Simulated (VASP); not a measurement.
# H2C18O in VASP: notebook

The runs below take H2C18O through single point, with PBEsol.

Everything below comes from runs of VASP 6.6.1. Logs are shortened: lines on timing, memory, paths and dates and some standing lists are left out, and cuts for length are marked.

## Step 1: The slab as given

The cell holds a slab with vacuum, 21 atoms: a = 7.398 Å, b = 7.398 Å, c = 12.000 Å, α = 90.00°, β = 90.00°, γ = 120.00°.

The cell was built by a generator and needn't be a form met in nature.

## Step 2: Single point, PBEsol

The input, INCAR:

```
PREC     = Accurate       # precision mode
ENCUT    = 520            # plane-wave cutoff, eV
EDIFF    = 1E-6           # SCF threshold, eV
ISMEAR   = 0              # smearing method
SIGMA    = 0.05           # smearing width, eV
LREAL    = Auto         
LASPH    = True           # aspherical terms in the spheres
NELM     = 100            # most SCF steps
ALGO     = Fast           # electronic algorithm
ISIF     = 2              # what is computed and relaxed
LWAVE    = False          # write WAVECAR
LCHARG   = False          # write CHGCAR
GGA      = PS             # functional
NBANDS   = 56             # bands
```

The input, KPOINTS:

```
regular mesh
0
Gamma
  2 2 1
```

The input, POSCAR:

```
H2C18O
1.0
    7.3980000000      0.0000000000      0.0000000000
   -3.6990000000      6.4068560000      0.0000000000
    0.0000000000      0.0000000000     12.0000000000
C O H
18 1 2
Direct
   -0.0048560608      0.0002448939      0.0642595833
    0.2196012462      0.1124579669      0.0642772500
   -0.0039520490      0.3358104193      0.0643875833
    0.2186337525      0.4471055694      0.0645400000
   -0.0025578054      0.6683001772      0.0641338333
    0.2173254796      0.7782792371      0.0641491667
    0.3295836893      0.0026204741      0.0642231667
    0.5519019856      0.1137874802      0.0642348333
    0.3308640103      0.3348180449      0.0644149167
    0.5507098641      0.4448557920      0.0642926667
    0.3286047882      0.6671557781      0.0643571667
    0.5530324547      0.7792522573      0.0642859167
    0.6641070217      0.0015936054      0.0642516667
    0.8839070383      0.1113688212      0.0643380833
    0.6617976297      0.3336071546      0.0642472500
    0.8861800092      0.4459023271      0.0642400000
    0.6629145258      0.6692834988      0.0642659167
    0.8852162997      0.7804217857      0.0642135833
    1.0793864091      0.4878022856      0.3405607500
    1.1881673056      0.4859177419      0.3850349167
    1.1045380180      0.4550968525      0.2656245833
```

Potentials or basis: VASP PAW PBE potentials, release 64 (C, O, H).

Started as:

```bash
$ cat potpaw_PBE.64/C/POTCAR potpaw_PBE.64/O/POTCAR potpaw_PBE.64/H/POTCAR > POTCAR
$ mpirun -np 1 vasp_std > vasp.out
```

OUTCAR:

```text
PREC = Accurate
   ENCUT = 520
   EDIFF = 1E-6
   ISMEAR = 0
   LREAL = Auto
   LASPH = True
   NELM = 100
   ISIF = 2
   GGA = PS

 ion  position               nearest neighbor table
   1  0.995  0.000  0.064-  18 1.41  14 1.42   2 1.44
   2  0.220  0.112  0.064-   7 1.41   9 1.42   1 1.44
   3  0.996  0.336  0.064-  16 1.41   4 1.43  14 1.44
   4  0.219  0.447  0.065-  11 1.41   3 1.43   9 1.44
   5  0.997  0.668  0.064-   6 1.41  16 1.42  18 1.44
   6  0.217  0.778  0.064-   5 1.41  11 1.42   7 1.44
[... 10 lines left out ...]
  17  0.663  0.669  0.064-  12 1.41  18 1.42  10 1.44
  18  0.885  0.780  0.064-   1 1.41  17 1.42   5 1.44
  19  0.079  0.488  0.341-  20 0.97  21 0.97
  20  0.188  0.486  0.385-  19 0.97
  21  0.105  0.455  0.266-  19 0.97

  LATTYP: Found a hexagonal cell.
 ALAT       =     7.3980000000
 C/A-ratio  =     1.6220600162

  Lattice vectors:

 A1 = (   7.3980000000,   0.0000000000,   0.0000000000)
 A2 = (  -3.6990000000,   6.4068560000,   0.0000000000)
 A3 = (   0.0000000000,   0.0000000000,  12.0000000000)

Analysis of symmetry for initial positions (statically):
=====================================================================
 Subroutine PRICEL returns:
 Original cell was already a primitive cell.

 Routine SETGRP: Setting up the symmetry group for a
 hexagonal supercell.

 Subroutine GETGRP returns: Found  1 space group operations
 (whereof  1 operations were pure point group operations)
 out of a pool of 24 trial point group operations.

The static configuration has the point symmetry C_1 .

Analysis of symmetry for dynamics (positions and initial velocities):
=====================================================================
 Subroutine PRICEL returns:
 Original cell was already a primitive cell.

 Routine SETGRP: Setting up the symmetry group for a
 hexagonal supercell.

 Subroutine GETGRP returns: Found  1 space group operations
 (whereof  1 operations were pure point group operations)
 out of a pool of 24 trial point group operations.

The dynamic configuration has the point symmetry C_1 .

 Subroutine INISYM returns: Found  1 space group operations
 (whereof  1 operations are pure point group operations),
 and found     1 'primitive' translations

----------------------------------------------------------------------------------------

[... 114 lines left out ...]
   NFREE  =      0    steps in history (QN), initial steepest desc. (CG)
   ISIF   =      2    stress and relaxation
   ISYM   =      2    0-nonsym 1-usesym 2-fastsym
   POTIM  = 0.5000    time-step for ionic-motion
   TEBEG  =    0.0;   TEEND  =   0.0 temperature during run
   PSTRESS=    0.0 pullay stress
   NELECT =      80.0000    total number of electrons
   NUPDOWN=      -1.0000    fix difference up-down
   EMIN   =  10.00;   EMAX   =-10.00  energy-range for DOS
   EFERMI =   0.00;   METHOD = LEGACY
   ISMEAR =     0;   SIGMA  =   0.05  broadening in eV -4-tet -1-fermi 0-gaus
   EFERMI_NEDOS =   21; number of points for ismear=-14 and -15
   IALGO  =     68    algorithm
   IMIX   =      4    mixing-type and parameters
     AMIX     =   0.40;   BMIX     =  1.00
     AMIX_MAG =   1.60;   BMIX_MAG =  1.00
  volume/ion in A,a.u.               =      27.08       182.78
  Fermi-wavevector in a.u.,A,eV,Ry     =   0.851382  1.608879  9.862209  0.724852
  Thomas-Fermi vector in A             =   1.967507
   LORBIT       =      0    0 simple, 1 ext, 2 COOP (PROOUT), +10 PAW based schemes
   GGA     = PS    functional components
   LHFCALC =     F    Hartree Fock is set to
   AEXX    =    0.0000 exact exchange contribution
   IVDW    =     0    specifies the selected vdW correction
   LEPSILON=     F    determine dielectric tensor
   LRPA    =     F    only Hartree local field effects (RPA)
 non-spin polarized calculation
 RMM-DIIS sequential band-by-band and
 Gauss-broadening in eV      SIGMA  =   0.05
  energy-cutoff  :      520.00
  volume of cell :      568.78
 maximum number of plane-waves:     15363
 NGX is ok and might be reduce to    56
   NGX = 27   NGY = 27   NGZ = 45

 number of electron      80.0000000 magnetization

 Free energy of the ion-electron system (eV)
  ---------------------------------------------------
  ext. energy  EPLUGINS =         0.00000000
  ---------------------------------------------------
  free energy    TOTEN  =      -187.45210755 eV

  energy without entropy =     -187.45179913  energy(sigma->0) =     -187.45195334

 E-fermi :  -1.8280     XC(G=0):  -4.0716

 val. band max:       -1.9332434902   @ k =   0.0000   0.0000   0.0000
 cond. band min:      -1.7251865309   @ k =   0.0000   0.0000   0.0000
 fundamental gap:      0.2080569593
 Fermi energy:        -1.8280124142

 k-point     1 :       0.0000    0.0000    0.0000
  band No.  band energies     occupation
      1     -22.3305      2.00000
      2     -21.3112      2.00000
      3     -18.8077      2.00000
      4     -18.7848      2.00000
      5     -18.7331      2.00000
      6     -18.7213      2.00000
[... 209 lines left out ...]
     51       4.0808      0.00000
     52       4.5039      0.00000
 [bands above 52 left out]

------------------------ aborting loop because EDIFF is reached ----------------------------------------

  FORCE on cell =-STRESS in cart. coord.  units (eV):
  Direction    XX          YY          ZZ          XY          YZ          ZX
  --------------------------------------------------------------------------------------
  -------------------------------------------------------------------------------------
  Total       -1.9702008     -1.9761840      0.0293528     -0.0046038      0.0277564      0.0302855
  in kB       -5.5498409     -5.5666949      0.0826836     -0.0129685      0.0781867      0.0853110
  external PRESSURE =      -3.6779507 kB  Pullay stress =       0.0000000 kB

 VOLUME and BASIS-vectors are now :
 -----------------------------------------------------------------------------
  energy-cutoff  :      520.00
  volume of cell :      568.78
      direct lattice vectors                 reciprocal lattice vectors
     7.398000000  0.000000000  0.000000000     0.135171668  0.078041398  0.000000000
    -3.699000000  6.406856000  0.000000000     0.000000000  0.156082796  0.000000000
     0.000000000  0.000000000 12.000000000     0.000000000  0.000000000  0.083333333

 POSITION                                       TOTAL-FORCE (eV/Angst)
 -----------------------------------------------------------------------------------
      7.36117      0.00157      0.77111        -0.021377     -0.001241      0.002371
      1.20863      0.72050      0.77133         0.012725      0.020331      0.005114
      6.12660      2.15149      0.77265         0.011520      0.022516      0.001941
     -0.03639      2.86454      0.77448        -0.018023      0.005470     -0.004817
      4.90704      4.28170      0.76961         0.015891     -0.019422     -0.003128
     -1.27108      4.98632      0.76979         0.014506     -0.025486     -0.001227
[... 13 lines left out ...]
     -0.40535      3.11321      4.62042         0.064205      0.013569      0.104258
     -0.91003      2.91574      3.18749         0.004337     -0.036677     -0.175005
 -----------------------------------------------------------------------------------
    total drift:                                0.005450     -0.002153     -0.054863

  FREE ENERGIE OF THE ION-ELECTRON SYSTEM (eV)
  ---------------------------------------------------
  free  energy   TOTEN  =      -187.4521075456 eV

  energy  without entropy=     -187.4517991330  energy(sigma->0) =     -187.45195334
```

Run time: 3.1 min. Hardware: 1 thread of Intel Xeon Platinum 8559C (Emerald Rapids), shared host; peak memory 0.61 GiB.

What came out:

- Free energy: -187.4521 eV
- Largest force: 0.179 eV/Å
- Band gap on the k mesh: 0.21 eV, direct

Forces on the atoms (eV/Å):
```
C   -0.021 -0.001  0.002
C    0.013  0.020  0.005
C    0.012  0.023  0.002
C   -0.018  0.005 -0.005
C    0.016 -0.019 -0.003
C    0.015 -0.025 -0.001
C    0.017  0.008 -0.001
C   -0.022 -0.005  0.004
C    0.006 -0.020  0.001
C    0.019 -0.012 -0.001
C   -0.036  0.014 -0.005
C    0.004  0.016  0.001
C    0.003 -0.025 -0.002
C    0.017 -0.022 -0.003
C   -0.022  0.005 -0.001
C    0.000  0.038 -0.003
C    0.016  0.017  0.003
C   -0.014 -0.011 -0.001
O   -0.071  0.020  0.078
H    0.064  0.014  0.104
H    0.004 -0.037 -0.175
```

Caveat: the k mesh is coarse (spacing up to 0.49 Å⁻¹), so the values aren't converged; the PAW data sets were made with another functional, which shifts forces and pressure a little.

(Continued in part 2 of 3.)
